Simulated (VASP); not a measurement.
# Si (P6_3/mmc) in VASP: further runs

The runs below take Si through single point, with PBE.

Program: VASP 6.6.1. These are calculated values, not measurements. Logs are shortened: lines on timing, memory, paths and dates and some standing lists are left out, and cuts for length are marked.

## (1) The crystal as given

It takes space group P6_3/mmc (No. 194, hexagonal). The conventional cell has a = 3.831 Å, b = 3.831 Å, c = 6.333 Å, α = 90.00°, β = 90.00°, γ = 120.00°. Si (site symmetry 3m) is surrounded by 4 Si at 2.35 to 2.37 Å.

This isn't the form of Si at room conditions, which is diamond.

## (2) Single point, PBE

INCAR reads:

```
ADDGRID  = False        
ALGO     = Normal         # electronic algorithm
EDIFF    = 0.01           # SCF threshold, eV
ENCUT    = 460            # plane-wave cutoff, eV
GGA      = PE             # functional
ISIF     = 2              # what is computed and relaxed
ISMEAR   = 0              # smearing method
LASPH    = True           # aspherical terms in the spheres
LCHARG   = False          # write CHGCAR
LREAL    = False          # projectors in reciprocal space
LWAVE    = False          # write WAVECAR
NBANDS   = 16             # bands
NELM     = 100            # most SCF steps
PREC     = Accurate       # precision mode
SIGMA    = 0.05           # smearing width, eV
```

KPOINTS reads:

```
k-points
0
Gamma
  4 4 2
```

POSCAR reads:

```
Si
1.0
    3.8313174605      0.0000000000      0.0000000000
   -1.9156587303      3.3180182508      0.0000000000
    0.0000000000      0.0000000000      6.3326220002
Si
4
Direct
    0.6655130000      0.3227030000      0.9380340000
    0.3547120000      0.6831860000      0.4293900000
    0.6599490000      0.3251260000      0.5656880000
    0.3139780000      0.6447660000      0.0617650000
```

Potentials or basis: VASP PAW PBE potentials, release 64 (Si).

The run is started by

```sh
$ cat potpaw_PBE.64/Si/POTCAR > POTCAR
$ mpirun -np 1 vasp_std > vasp.out
```

OUTCAR:

```text
EDIFF = 0.01
   ENCUT = 460
   GGA = PE
   ISIF = 2
   ISMEAR = 0
   LASPH = True
   LREAL = False
   NELM = 100
   PREC = Accurate

 Found     20 irreducible k-points:

 Following reciprocal coordinates:
            Coordinates               Weight
  0.000000  0.000000  0.000000      1.000000
  0.250000  0.000000  0.000000      2.000000
  0.000000  0.250000  0.000000      2.000000
 -0.250000  0.250000  0.000000      2.000000
  0.500000  0.000000  0.000000      1.000000
  0.000000  0.500000  0.000000      1.000000
   k-points           NKPTS =     20   k-points in BZ     NKDIM =     20   number of bands    NBANDS=     16
   number of dos      NEDOS =    301   number of ions     NIONS =      4
   total plane-waves  NPLWV =  37632
   dimension x,y,z NGX =    28 NGY =   28 NGZ =   48
   dimension x,y,z NGXF=    56 NGYF=   56 NGZF=   96
   ions per type =               4
   NGX,Y,Z   is equivalent  to a cutoff of  12.15, 12.15, 12.60 a.u.
   NGXF,Y,Z  is equivalent  to a cutoff of  24.30, 24.30, 25.20 a.u.
 SYSTEM =  unknown system
   PREC   = accura    normal or accurate (medium, high low for compatibility)
   ISTART =      0    job   : 0-new  1-cont  2-samecut
   ICHARG =      2    charge: 1-file 2-atom 10-const
   ISPIN  =      1    spin polarized calculation?
   LNONCOLLINEAR =      F non collinear calculations
   LSORBIT =      F    spin-orbit coupling
   LASPH  =      T    aspherical Exc in radial PAW
   ENCUT  =  460.0 eV  33.81 Ry    5.81 a.u.   6.70  6.70 11.07*2*pi/ulx,y,z
   NELM   =    100;   NELMIN=  2; NELMDL= -5     # of ELM steps
   EDIFF  = 0.1E-01   stopping-criterion for ELM
   LREAL  =      F    real-space projection
   EDIFFG = 0.1E+00   stopping-criterion for IOM
   NSW    =      0    number of steps for IOM
   IBRION =     -1    ionic relax: 0-MD 1-quasi-New 2-CG
   NFREE  =      0    steps in history (QN), initial steepest desc. (CG)
   ISIF   =      2    stress and relaxation
   ISYM   =      2    0-nonsym 1-usesym 2-fastsym
   POTIM  = 0.5000    time-step for ionic-motion
   TEBEG  =    0.0;   TEEND  =   0.0 temperature during run
   PSTRESS=    0.0 pullay stress
   NELECT =      16.0000    total number of electrons
   NUPDOWN=      -1.0000    fix difference up-down
   EMIN   =  10.00;   EMAX   =-10.00  energy-range for DOS
   EFERMI =   0.00;   METHOD = LEGACY
   ISMEAR =     0;   SIGMA  =   0.05  broadening in eV -4-tet -1-fermi 0-gaus
   EFERMI_NEDOS =   21; number of points for ismear=-14 and -15
   IALGO  =     38    algorithm
   IMIX   =      4    mixing-type and parameters
     AMIX     =   0.40;   BMIX     =  1.00
     AMIX_MAG =   1.60;   BMIX_MAG =  1.00
  volume/ion in A,a.u.               =      20.13       135.81
  Fermi-wavevector in a.u.,A,eV,Ry     =   0.955384  1.805414 12.418837  0.912759
  Thomas-Fermi vector in A             =   2.084217
   LORBIT       =      0    0 simple, 1 ext, 2 COOP (PROOUT), +10 PAW based schemes
   GGA     = PE    functional components
   LHFCALC =     F    Hartree Fock is set to
   AEXX    =    0.0000 exact exchange contribution
   IVDW    =     0    specifies the selected vdW correction
   LEPSILON=     F    determine dielectric tensor
   LRPA    =     F    only Hartree local field effects (RPA)
 non-spin polarized calculation
 Gauss-broadening in eV      SIGMA  =   0.05
  energy-cutoff  :      460.00
  volume of cell :       80.50
 maximum number of plane-waves:      1834
 NGX is ok and might be reduce to    28
   NGX = 13   NGY = 13   NGZ = 23

 number of electron      16.0000000 magnetization

 Free energy of the ion-electron system (eV)
  ---------------------------------------------------
  ext. energy  EPLUGINS =         0.00000000
  ---------------------------------------------------
  free energy    TOTEN  =       -21.35288484 eV

  energy without entropy =      -21.35205939  energy(sigma->0) =      -21.35247211

 E-fermi :   6.3818     XC(G=0):  -9.3911

 val. band max:        6.3357968613   @ k =   0.0000   0.0000   0.0000
 cond. band min:       6.4361846310   @ k =   0.5000   0.5000   0.0000
 fundamental gap:      0.1003877697
 Fermi energy:         6.3818357533

 k-point     1 :       0.0000    0.0000    0.0000
  band No.  band energies     occupation
      1      -6.1682      2.00000
      2      -3.8277      2.00000
      3      -1.2856      2.00000
      4       4.4709      2.00000
      5       4.5298      2.00000
      6       5.4875      2.00000
      7       6.0703      2.00000
      8       6.3358      1.80714
      9       7.0897      0.00000
     10       7.9205      0.00000
     11       8.0249      0.00000
     12       8.4424      0.00000
     13       9.5358      0.00000
     14      10.1812      0.00000
     15      10.3622      0.00000
     16      11.9078      0.00000

 k-point     2 :       0.2500    0.0000    0.0000
  band No.  band energies     occupation
      1      -5.4588      2.00000
      2      -3.1070      2.00000
      3      -1.0907      2.00000
      4       1.6056      2.00000
      5       3.0089      2.00000
      6       3.5867      2.00000
      7       4.5416      2.00000
      8       5.2021      2.00000
      9       7.0449      0.00000
     10       9.0058      0.00000
     11       9.0560      0.00000
     12       9.2015      0.00000
     13       9.5287      0.00000
     14      11.1926      0.00000
     15      11.9952      0.00000
     16      12.6821      0.00000

 k-point     3 :       0.0000    0.2500    0.0000
  band No.  band energies     occupation
      1      -5.4537      2.00000
      2      -3.0946      2.00000
      3      -1.1055      2.00000
      4       1.6103      2.00000
      5       2.8503      2.00000
      6       3.6329      2.00000
      7       4.5061      2.00000
      8       5.3322      2.00000
      9       7.0889      0.00000
     10       8.9247      0.00000
     11       9.0960      0.00000
     12       9.2836      0.00000
     13       9.6468      0.00000
     14      11.1572      0.00000
     15      12.0812      0.00000
     16      12.4917      0.00000

 k-point     4 :      -0.2500    0.2500    0.0000
  band No.  band energies     occupation
      1      -5.4589      2.00000
      2      -3.0999      2.00000
      3      -1.0977      2.00000
      4       1.6346      2.00000
      5       2.8885      2.00000
      6       3.6522      2.00000
      7       4.4978      2.00000
      8       5.2877      2.00000
      9       7.0437      0.00000
     10       8.8333      0.00000
     11       9.0569      0.00000
     12       9.3631      0.00000
     13       9.5626      0.00000
     14      11.2000      0.00000
     15      12.0585      0.00000
     16      12.5671      0.00000

 k-point     5 :       0.5000    0.0000    0.0000
  band No.  band energies     occupation
      1      -4.0151      2.00000
      2      -2.4330      2.00000
      3      -1.5737      2.00000
      4       0.1909      2.00000
      5       1.3231      2.00000
      6       2.9793      2.00000
      7       3.0183      2.00000
      8       4.6365      2.00000
      9       6.4480      0.06111
     10       8.3748      0.00000
     11       8.8411      0.00000
     12       9.0448      0.00000
     13      10.5003      0.00000
     14      12.1562      0.00000
     15      12.4690      0.00000
     16      14.2184      0.00000

 k-point     6 :       0.0000    0.5000    0.0000
  band No.  band energies     occupation
      1      -3.9644      2.00000
      2      -2.5078      2.00000
      3      -1.4719      2.00000
      4       0.0210      2.00000
      5       1.3429      2.00000
      6       2.9120      2.00000
      7       3.0189      2.00000
      8       4.7351      2.00000
      9       6.4764      0.00750
     10       8.4450      0.00000
     11       8.9667      0.00000
     12       9.0511      0.00000
     13      10.5925      0.00000
     14      12.0591      0.00000
     15      12.3456      0.00000
     16      14.1839      0.00000

 [... further k-points ...]

------------------------ aborting loop because EDIFF is reached ----------------------------------------

  FORCE on cell =-STRESS in cart. coord.  units (eV):
  Direction    XX          YY          ZZ          XY          YZ          ZX
  --------------------------------------------------------------------------------------
  -------------------------------------------------------------------------------------
  Total        0.7554912      1.3657412      1.0019790      0.0410106      0.9060881      0.7370946
  in kB       15.0359028     27.1811928     19.9415410      0.8161994     18.0331067     14.6697713
  external PRESSURE =      20.7195455 kB  Pullay stress =       0.0000000 kB

 VOLUME and BASIS-vectors are now :
 -----------------------------------------------------------------------------
  energy-cutoff  :      460.00
  volume of cell :       80.50
      direct lattice vectors                 reciprocal lattice vectors
     3.831317461  0.000000000  0.000000000     0.261006823  0.150692360  0.000000000
    -1.915658730  3.318018251  0.000000000     0.000000000  0.301384720  0.000000000
     0.000000000  0.000000000  6.332622000     0.000000000  0.000000000  0.157912473

 POSITION                                       TOTAL-FORCE (eV/Angst)
 -----------------------------------------------------------------------------------
      1.93160      1.07073      5.94021        -0.708916     -0.528723     -0.039068
      0.05026      2.26682      2.71916        -0.603399     -1.031791      0.732113
      1.90564      1.07877      3.58229         0.593406      0.996635     -0.483163
     -0.03220      2.13935      0.39113         0.718909      0.563879     -0.209883
 -----------------------------------------------------------------------------------
    total drift:                               -0.000065      0.000073     -0.000577

  FREE ENERGIE OF THE ION-ELECTRON SYSTEM (eV)
  ---------------------------------------------------
  free  energy   TOTEN  =       -21.3528848357 eV

  energy  without entropy=      -21.3520593863  energy(sigma->0) =      -21.35247211
```

Run time: 7 s. Hardware: 1 thread of Intel Xeon Platinum 8488C (Sapphire Rapids), shared host; peak memory 0.18 GiB.

The run converged, but some of its settings lie outside the range that counts as converged, so its numbers aren't taken as properties of the crystal.

Results:

| Item | Value |
| --- | --- |
| Free energy | -21.3529 eV |
| Pressure | 2.1 GPa |
| Largest force | 1.402 eV/Å |
| Band gap on the k mesh | 0.10 eV, indirect (least direct gap 0.75 eV) |

Caveat: the k mesh is coarse (spacing up to 0.50 Å⁻¹), so the values aren't converged.

## (3) Single point, PBE

INCAR: that of step 2 with these lines changed.

```diff
@@ -2,3 +2,3 @@
 ALGO     = Normal         # electronic algorithm
-EDIFF    = 0.01           # SCF threshold, eV
+EDIFF    = 0.001          # SCF threshold, eV
 ENCUT    = 460            # plane-wave cutoff, eV
```

KPOINTS is that of step 2.

POSCAR reads:

```
Si
1.0
    3.8313174605      0.0000000000      0.0000000000
   -1.9156587303      3.3180182508      0.0000000000
    0.0000000000      0.0000000000      6.3326220002
Si
4
Direct
    0.6666666667      0.3333333333      0.9369905000
    0.3333333333      0.6666666667      0.4369905000
    0.6666666667      0.3333333333      0.5630095000
    0.3333333333      0.6666666667      0.0630095000
```

Potentials or basis: VASP PAW PBE potentials, release 64 (Si).

The run is started by

```sh
$ cat potpaw_PBE.64/Si/POTCAR > POTCAR
$ mpirun -np 1 vasp_std > vasp.out
```

It took 4.2 s on 1 thread of Intel Xeon Platinum 8488C (Sapphire Rapids), shared host; peak memory 0.17 GiB.

The run converged, but some of its settings lie outside the range that counts as converged, so its numbers aren't taken as properties of the crystal.

Results:

- Free energy: -21.4692 eV
- Pressure: 1.8 GPa
- Largest force: 0.076 eV/Å
- Band gap on the k mesh: 0.40 eV, indirect (least direct gap 1.02 eV)

Caveat: the k mesh is coarse (spacing up to 0.50 Å⁻¹), so the values aren't converged.
